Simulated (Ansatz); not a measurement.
**Re: computed properties**

The calculation used DFT PBE, scalar-relativistic, plane waves, PAW (Ansatz).

Plane waves to 420 eV, a k mesh through Γ of 18×18×18 on the computed 1-atom cell and Gaussian smearing (0.10 eV); no spin polarisation.

The structure is relaxed at this level of theory with its symmetry kept. This fcc form isn't the element's structure at ambient conditions.

```
Re
1.0
     0.00000    1.95772    1.95772
     1.95772    0.00000    1.95772
     1.95772    1.95772    0.00000
Re
1
Cartesian
  0.0000 0.0000 0.0000
```

```
Space group                                                       : Fm-3m (No. 225)
Volume per atom                                                   : 15.01 Å³
Formation energy from the elements' standard states (uncorrected) : +0.064 eV/atom
Kohn–Sham band gap                                                : none (metal)
Density of states at the Fermi level                              : 0.82 states/eV per cell
Löwdin character within 0.5 eV of the Fermi level                 : Re 5d 92 %, unprojected 4 %
Bader charges (e)                                                 : Re (1 in the cell) 0.00
```

Spin-orbit coupling is left out, which matters for the bands of heavy elements.